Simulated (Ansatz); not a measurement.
# Molybdenum, bcc under r²SCAN: how the plane-wave cutoff moves the result, part 2 of 2

A convergence test of the plane-wave cutoff. The geometry was relaxed under r²SCAN beforehand and stays fixed; 9 values are run, from 150 to 800 eV. Wanted are the values from which on the energy stays within 10 and 1 meV/atom, and the pressure within 0.5 GPa, of the last run. Within the series other settings stay, but some runs also write fields, which adds to their time. Spin polarisation is left out.

Ansatz 0.2.0; DFT r²SCAN, plane waves with PAW, scalar-relativistic. Earlier steps stand in the parts before.

### 7 Run at 350 eV

The run at 350 eV.

The input, input.yaml:

```yaml
crystal:
  lattice:
    - [-1.5764210372, 1.5764210372, 1.5764210372]
    - [1.5764210372, -1.5764210372, 1.5764210372]
    - [1.5764210372, 1.5764210372, -1.5764210372]
  atoms:
    - { symbol: Mo, position: [0.0, 0.0, 0.0] }
hamiltonian:
  xc: r2scan
  pseudopotentials:
    kind: paw
    azcp:
      Mo: "pseudopotentials/Mo.paw.azcp"
basis:
  ecutwfc: 350
  fft_grid_basis: typed
kpoints:
  mp_grid: { grid: [14, 14, 14], shift: [0, 0, 0] }
magnetization:
  spin_polarized: false
scf:
  occupations: { method: fermi_dirac, width: 0.1 }
  lower_state_search: "off"
output:
  stress: true
  write_density: true
  write_potential: true
  elf: true
  volumetric_format: npy
```

Launch:

```bash
$ ansatz run input.yaml --threads 2 --pin off --max-ram 5120MiB --backend cpu --events-out ev --progress --plain --runs-dir out
```

Log (excerpt; [...] marks lines left out):

```text
Warning: basis.ecutwfc = 350 eV is below the records' recommended 500 eV, and the density's cutoff is lower with it unless basis.ecutrho_ratio is high enough to keep the records' density cutoff: compare with a run at a higher cutoff
Warning: RAYON_NUM_THREADS=2 ignored (pool sized by the plan → 2); use --threads N
[...]
Pseudopotentials: kind: paw
Pseudopotential: Mo, paw, valence charge 14, recommended cutoff 500 eV (meta_gga), <dir>
Functional definition: r2SCAN
[...]
Crystal: 1 atoms, lattice volume = 15.670 Å³
Basis set: ecut = 350 eV, 225 PW (Γ), exchange–correlation on 72×72×72 points (64 copies of the dense FFT grid, shifted against one another)
Bands: 11, of which v1, the nominal top of the filled ones, is band 7 counted from 1 (6 counted from 0)
Symmetry: 48 space group operations
Space group: Im-3m (ITA 229), of the structure as read, at distance tolerance 2.5e-5 Å
k-points: 104 of 2744
[...]
SCF iter   1: F=-4967.585101 eV  HF=-4967.590596 eV  |F-HF|=5.49e-3  |Δ(HF+E_count)|=         —  Δρ=9.54e-3  dr2=1.27e-2  dr2_τ=2.25e-2  ethr=1.77e-3  ⟨swp⟩=5.0  Hψ=6736  notcnv=0
[...]
SCF iter   6: F=-4967.589489 eV  HF=-4967.589489 eV  |F-HF|=1.64e-11  |Δ(HF+E_count)|=   2.88e-9  Δρ=6.14e-7  dr2=1.96e-11  dr2_τ=4.64e-12  ethr=1.26e-11  ⟨swp⟩=4.2  Hψ=5623  notcnv=0
[...]
SCF converged after 6 iterations
Free energy (F): -4967.589489 eV
[...]
E sigma→0 (E₀):  -4967.576777 eV
Entropy (-TS):   -0.025424 eV (-25.424 meV/atom)
Fermi energy:    21.021726 eV
[...]
--- Stress (GPa, compression-positive) ---
       -0.108123      -0.000000       0.000000
        0.000000      -0.108123       0.000000
        0.000000       0.000000      -0.108123
  P = ⅓ Tr σ = -0.1081 GPa (-1.081 kbar)
--- Band table (eV; the first three rows and the last of 104) ---
  k-point 0: bands = ["-42.2741", "-14.7358", "-14.7358", "-14.7358", "13.3517", "19.5696", "19.5696", "19.5696", "22.8852", "22.8852", "36.3139"]
[...]
```

Run time: 1.4 s. Hardware: 2 threads of Arm Neoverse V1, shared host; peak memory 0.29 GiB.

### 8 Run at 420 eV

The run at 420 eV.

input.yaml, as its differences from that of step 7:

```diff
@@ -14,3 +14,3 @@
 basis:
-  ecutwfc: 350
+  ecutwfc: 420
   fft_grid_basis: typed
```

Launch:

```bash
$ ansatz run input.yaml --threads 2 --pin off --max-ram 5120MiB --backend cpu --events-out ev --progress --plain --runs-dir out
```

Log (excerpt; [...] marks lines left out):

```text
Warning: basis.ecutwfc = 420 eV is below the records' recommended 500 eV, and the density's cutoff is lower with it unless basis.ecutrho_ratio is high enough to keep the records' density cutoff: compare with a run at a higher cutoff
Warning: RAYON_NUM_THREADS=2 ignored (pool sized by the plan → 2); use --threads N
[...]
[... 3 set-up lines as earlier in the session ...]
[...]
Crystal: 1 atoms, lattice volume = 15.670 Å³
Basis set: ecut = 420 eV, 321 PW (Γ), exchange–correlation on 80×80×80 points (64 copies of the dense FFT grid, shifted against one another)
Bands: 11, of which v1, the nominal top of the filled ones, is band 7 counted from 1 (6 counted from 0)
[... 2 set-up lines as earlier in the session ...]
k-points: 104 of 2744
[...]
SCF iter   1: F=-4967.592127 eV  HF=-4967.597346 eV  |F-HF|=5.22e-3  |Δ(HF+E_count)|=         —  Δρ=9.49e-3  dr2=1.24e-2  dr2_τ=2.20e-2  ethr=1.77e-3  ⟨swp⟩=5.1  Hψ=6907  notcnv=0
[...]
SCF iter   6: F=-4967.596501 eV  HF=-4967.596501 eV  |F-HF|=9.09e-12  |Δ(HF+E_count)|=   3.26e-9  Δρ=4.41e-7  dr2=1.11e-11  dr2_τ=9.94e-12  ethr=1.48e-11  ⟨swp⟩=4.4  Hψ=5700  notcnv=0
[...]
SCF converged after 6 iterations
Free energy (F): -4967.596501 eV
[...]
E sigma→0 (E₀):  -4967.583788 eV
Entropy (-TS):   -0.025426 eV (-25.426 meV/atom)
Fermi energy:    21.022507 eV
[...]
--- Stress (GPa, compression-positive) ---
       -0.047411      -0.000000      -0.000000
       -0.000000      -0.047411       0.000000
       -0.000000       0.000000      -0.047411
  P = ⅓ Tr σ = -0.0474 GPa (-0.474 kbar)
--- Band table (eV; the first three rows and the last of 104) ---
  k-point 0: bands = ["-42.2689", "-14.7319", "-14.7319", "-14.7319", "13.3531", "19.5701", "19.5701", "19.5701", "22.8865", "22.8865", "36.3052"]
[...]
```

Wall time 1.6 s (2 threads of Arm Neoverse V1, shared host); peak memory 0.3 GiB.

### 9 Run at 500 eV

The run at 500 eV.

input.yaml, as its differences from that of step 8:

```diff
@@ -14,3 +14,3 @@
 basis:
-  ecutwfc: 420
+  ecutwfc: 500
   fft_grid_basis: typed
```

Launch:

```bash
$ ansatz run input.yaml --threads 2 --pin off --max-ram 5120MiB --backend cpu --events-out ev --progress --plain --runs-dir out
```

Log (excerpt; [...] marks lines left out):

```text
Warning: RAYON_NUM_THREADS=2 ignored (pool sized by the plan → 2); use --threads N
[...]
[... 3 set-up lines as earlier in the session ...]
[...]
Crystal: 1 atoms, lattice volume = 15.670 Å³
Basis set: ecut = 500 eV, 381 PW (Γ), exchange–correlation on 80×80×80 points (64 copies of the dense FFT grid, shifted against one another)
Bands: 11, of which v1, the nominal top of the filled ones, is band 7 counted from 1 (6 counted from 0)
[... 2 set-up lines as earlier in the session ...]
k-points: 104 of 2744
[...]
SCF iter   1: F=-4967.594109 eV  HF=-4967.599387 eV  |F-HF|=5.28e-3  |Δ(HF+E_count)|=         —  Δρ=9.82e-3  dr2=1.25e-2  dr2_τ=2.01e-2  ethr=1.77e-3  ⟨swp⟩=5.0  Hψ=6990  notcnv=0
[...]
SCF iter   6: F=-4967.598619 eV  HF=-4967.598619 eV  |F-HF|=1.55e-11  |Δ(HF+E_count)|=   2.31e-9  Δρ=7.04e-7  dr2=2.78e-11  dr2_τ=1.07e-11  ethr=1.77e-11  ⟨swp⟩=4.3  Hψ=5660  notcnv=0
[...]
SCF converged after 6 iterations
Free energy (F): -4967.598619 eV
[...]
E sigma→0 (E₀):  -4967.585902 eV
Entropy (-TS):   -0.025433 eV (-25.433 meV/atom)
Fermi energy:    21.022772 eV
[...]
--- Stress (GPa, compression-positive) ---
       -0.021362      -0.000000       0.000000
       -0.000000      -0.021362       0.000000
        0.000000       0.000000      -0.021362
  P = ⅓ Tr σ = -0.0214 GPa (-0.214 kbar)
--- Band table (eV; the first three rows and the last of 104) ---
  k-point 0: bands = ["-42.2693", "-14.7321", "-14.7321", "-14.7321", "13.3540", "19.5702", "19.5702", "19.5702", "22.8868", "22.8868", "36.3047"]
[...]
```

Wall time 2.1 s (2 threads of Arm Neoverse V1, shared host); peak memory 0.31 GiB.

### 10 Run at 600 eV

The run at 600 eV.

input.yaml, as its differences from that of step 9:

```diff
@@ -14,3 +14,3 @@
 basis:
-  ecutwfc: 500
+  ecutwfc: 600
   fft_grid_basis: typed
@@ -25,5 +25 @@
   stress: true
-  write_density: true
-  write_potential: true
-  elf: true
-  volumetric_format: npy
```

Launch:

```bash
$ ansatz run input.yaml --threads 2 --pin off --max-ram 5120MiB --backend cpu --events-out ev --progress --plain --runs-dir out
```

Log (excerpt; [...] marks lines left out):

```text
Warning: RAYON_NUM_THREADS=2 ignored (pool sized by the plan → 2); use --threads N
[...]
[... 3 set-up lines as earlier in the session ...]
[...]
Crystal: 1 atoms, lattice volume = 15.670 Å³
Basis set: ecut = 600 eV, 531 PW (Γ), exchange–correlation on 96×96×96 points (64 copies of the dense FFT grid, shifted against one another)
Bands: 11, of which v1, the nominal top of the filled ones, is band 7 counted from 1 (6 counted from 0)
[... 2 set-up lines as earlier in the session ...]
k-points: 104 of 2744
[...]
SCF iter   1: F=-4967.595907 eV  HF=-4967.601329 eV  |F-HF|=5.42e-3  |Δ(HF+E_count)|=         —  Δρ=1.01e-2  dr2=1.27e-2  dr2_τ=1.81e-2  ethr=1.77e-3  ⟨swp⟩=5.1  Hψ=7053  notcnv=0
[...]
SCF iter   6: F=-4967.600497 eV  HF=-4967.600497 eV  |F-HF|=1.55e-11  |Δ(HF+E_count)|=   2.42e-9  Δρ=8.29e-7  dr2=4.39e-11  dr2_τ=1.18e-11  ethr=2.08e-11  ⟨swp⟩=1.7  Hψ=3485  notcnv=0
[...]
SCF converged after 6 iterations
Free energy (F): -4967.600497 eV
[...]
E sigma→0 (E₀):  -4967.587781 eV
Entropy (-TS):   -0.025432 eV (-25.432 meV/atom)
Fermi energy:    21.023093 eV
[...]
--- Stress (GPa, compression-positive) ---
        0.000834      -0.000000       0.000000
        0.000000       0.000834       0.000000
        0.000000       0.000000       0.000834
  P = ⅓ Tr σ = 0.0008 GPa (0.008 kbar)
```

It took 1.9 s on 2 threads of Arm Neoverse V1, shared host; peak memory 0.34 GiB.

### 11 Run at 800 eV

The run at 800 eV.

input.yaml, as its differences from that of step 10:

```diff
@@ -14,3 +14,3 @@
 basis:
-  ecutwfc: 600
+  ecutwfc: 800
   fft_grid_basis: typed
```

Launch:

```bash
$ ansatz run input.yaml --threads 2 --pin off --max-ram 5120MiB --backend cpu --events-out ev --progress --plain --runs-dir out
```

Log (excerpt; [...] marks lines left out):

```text
Warning: RAYON_NUM_THREADS=2 ignored (pool sized by the plan → 2); use --threads N
[...]
[... 3 set-up lines as earlier in the session ...]
[...]
Crystal: 1 atoms, lattice volume = 15.670 Å³
Basis set: ecut = 800 eV, 791 PW (Γ), exchange–correlation on 108×108×108 points (64 copies of the dense FFT grid, shifted against one another)
Bands: 11, of which v1, the nominal top of the filled ones, is band 7 counted from 1 (6 counted from 0)
[... 2 set-up lines as earlier in the session ...]
k-points: 104 of 2744
[...]
SCF iter   1: F=-4967.597310 eV  HF=-4967.602687 eV  |F-HF|=5.38e-3  |Δ(HF+E_count)|=         —  Δρ=1.03e-2  dr2=1.27e-2  dr2_τ=1.65e-2  ethr=1.77e-3  ⟨swp⟩=5.1  Hψ=7082  notcnv=0
[...]
SCF iter   6: F=-4967.601917 eV  HF=-4967.601917 eV  |F-HF|=1.46e-11  |Δ(HF+E_count)|=   2.20e-9  Δρ=9.10e-7  dr2=5.66e-11  dr2_τ=1.08e-11  ethr=2.70e-11  ⟨swp⟩=1.6  Hψ=3502  notcnv=0
[...]
SCF converged after 6 iterations
Free energy (F): -4967.601917 eV
[...]
E sigma→0 (E₀):  -4967.589209 eV
Entropy (-TS):   -0.025415 eV (-25.415 meV/atom)
Fermi energy:    21.023076 eV
[...]
--- Stress (GPa, compression-positive) ---
       -0.017685       0.000000       0.000000
       -0.000000      -0.017685      -0.000000
        0.000000      -0.000000      -0.017685
  P = ⅓ Tr σ = -0.0177 GPa (-0.177 kbar)
```

Run time: 2.8 s. Hardware: 2 threads of Arm Neoverse V1, shared host; peak memory 0.39 GiB.

### 12 All values side by side

Energies count from the run at 800 eV.

| cutoff (eV) | plane waves at Γ | E(σ → 0) (meV/atom) | P (GPa) | SCF cycles | CPU time |
| --- | --- | --- | --- | --- | --- |
| 150 | 55 | 18621.34 | -60.01 | 6 | 1.4 s |
| 200 | 87 | 3767.74 | 4.46 | 6 | 1.6 s |
| 250 | 141 | 549.53 | 0.19 | 6 | 1.3 s |
| 300 | 177 | 72.89 | -0.39 | 6 | 1.8 s |
| 350 | 225 | 12.43 | -0.11 | 6 | 2.6 s |
| 420 | 321 | 5.42 | -0.05 | 6 | 2.9 s |
| 500 | 381 | 3.31 | -0.02 | 6 | 3.9 s |
| 600 | 531 | 1.43 | 0.00 | 6 | 3.6 s |
| 800 | 791 | 0.00 | -0.02 | 6 | 5.4 s |

### 13 What came out

The summary covers parts 1 to 2.

| quantity | value |
| --- | --- |
| E(σ → 0) stays within 10 meV/atom of 800 eV | from 420 eV on |
| E(σ → 0) stays within 1 meV/atom | not reached before 800 eV |
| pressure stays within 0.5 GPa | from 250 eV on |
| pressure at 800 eV | -0.02 GPa |
| CPU time, dearest over cheapest | 4.1 |
| run at the usual settings (mesh 23×23×23 against the series' 14×14×14, 500 eV) | -10.1 meV/atom from 800 eV, -0.50 GPa |

What this shows: At 150 eV the energy differs by +18621 meV/atom and the pressure by -60.0 GPa. Each step up in cutoff lowers the energy. The total energy has not settled to 1 meV/atom before the last cutoff.
